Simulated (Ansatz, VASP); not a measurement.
# SrO in VASP and in Ansatz

```
CELL_PARAMETERS angstrom
0.00000 2.56980 2.56980
2.56980 0.00000 2.56980
2.56980 2.56980 0.00000
ATOMIC_POSITIONS crystal
Sr 0.00000 0.00000 0.00000
O 0.52247 0.52247 0.52247
```

Alike in both runs: task electric field gradients; functional PBE; k mesh 8 × 8 × 8; occupations fermi-dirac, width 0.02 eV; no spin polarisation.

```csv
,VASP,Ansatz
version,VASP 6.6.1,Ansatz 0.2.0
potentials or method,"VASP PAW PBE potentials, release 64 (Sr_sv, O), cutoff 520 eV","all-electron PAW with datasets made for the crystal, scalar-relativistic"
```

Ansatz gave:

```
gap on the k mesh at the Fermi level (eV)                      : 3.62
pressure (GPa)                                                 : 4.0
largest component of the traceless stress (GPa)                : 0.21
rms of the force components (eV/Å)                             : 0.264
Vzz of the field gradient on the site that differs most (V/Å²) : 11.6
```

What did VASP give for the same quantities?

gap on the k mesh at the Fermi level (eV): 3.58; pressure (GPa): 4.6; largest component of the traceless stress (GPa): 0.23; rms of the force components (eV/Å): 0.281; Vzz of the field gradient on the site that differs most (V/Å²): 11.7.

Atom by atom the forces differ by 0.016 eV/Å (rms over components). Ansatz ran all-electron here, so the differences hold the error of VASP's frozen core and of both bases. Ansatz warned: «gradients_without_spin_orbit».

A k mesh can miss the band edges.
